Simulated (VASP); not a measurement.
# Settings for SnO: self-consistent run

SnO, P1 (no. 1), 4 atoms in the cell. PBE; PAW potentials Sn_d, O (PBE set). VASP 6.6.1. The atoms are moved at random off their ideal places.

Wanted: energy within 1 meV/atom; forces within 0.005 eV/Å; pressure within 0.1 GPa.

POSCAR:
```
SnO
1.0
    3.8136952200      0.0000000000      0.0000000000
    0.0000000000      3.8136952200      0.0000000000
    0.0000000000      0.0000000000      4.8869133000
Sn O
2 2
Direct
    0.5036350000      0.0021080000      0.7638370000
   -0.0000600000      0.5002560000      0.2371670000
   -0.0020170000      0.0006970000      0.0069670000
    0.5017040000      0.5023450000     -0.0016740000
```

## FFT grids and symmetry tolerance typed by hand

| FFT grids and symmetry tolerance typed by hand | Energy less reference (meV/atom) | Forces, largest deviation (eV/Å) | Pressure (GPa) | SCF iterations | Time (s) |
|---|---|---|---|---|---|
| default | 0.0 | 0.0000 | 2.90 | 16 | 50 |
| NGX, NGY, NGZ = 36, 36, 44 | 0.0 | 0.0004 | 2.90 | 16 | 86 |
| NGX, NGY, NGZ = 22, 22, 28 | 0.0 | 0.0010 | 2.90 | 16 | 32 |
| NGX, NGY, NGZ = 18, 18, 22 | -3.2 | 0.0051 | 3.06 | 16 | 27 |
| NGX, NGY, NGZ = 16, 16, 20 | -24.9 | 0.2686 | 3.72 | 16 | 21 |
| NGXF, NGYF, NGZF = 40, 40, 52 | -0.1 | 0.0018 | 2.91 | 16 | 51 |
| NGXF, NGYF, NGZF = 80, 80, 102 | 0.0 | 0.0003 | 2.90 | 16 | 52 |
| SYMPREC = 0.001 | 0.0 | 0.0000 | 2.90 | 16 | 49 |
| SYMPREC = 1e-08 | 0.0 | 0.0000 | 2.90 | 16 | 50 |
| EWALD_CUTOFF = 2.0 | -4255.7 | 1.7594 | -74.80 | 16 | 50 |
| EWALD_CUTOFF = 8.0 | 0.1 | 0.0000 | 2.90 | 16 | 50 |

Chosen: NGX, NGY, NGZ = 22, 22, 28, the fastest of those that stay within half of the tolerance.

## The input

INCAR:
```
SYSTEM = SnO
PREC = Accurate
ENCUT = 450
EDIFF = 1E-7
ISMEAR = 0
SIGMA = 0.02
LREAL = .False.
LASPH = .True.
ALGO = Normal
NELM = 100
ISIF = 2
LWAVE = .False.
LCHARG = .False.
NGX = 22
NGY = 22
NGZ = 28
```

KPOINTS:
```
k-points
0
Gamma
  6 6 5
```

Commands:
```
cat potpaw_PBE.64/Sn_d/POTCAR potpaw_PBE.64/O/POTCAR > POTCAR
mpirun -np 1 vasp_std > vasp.out
```

The chosen input took VASP 6.6.1 32 s on 1 core (Intel Xeon 6975P-C (Granite Rapids)), a shared host.

## An input that fails: an FFT grid typed too coarse

It runs to its end, but against the unchanged starting input it is off by 1008.6 meV/atom in the energy, 1.5300 eV/Å in the forces, 16.81 GPa in the pressure.

Changes against the starting input:
```
+ NGX = 10
+ NGY = 10
+ NGZ = 12
```
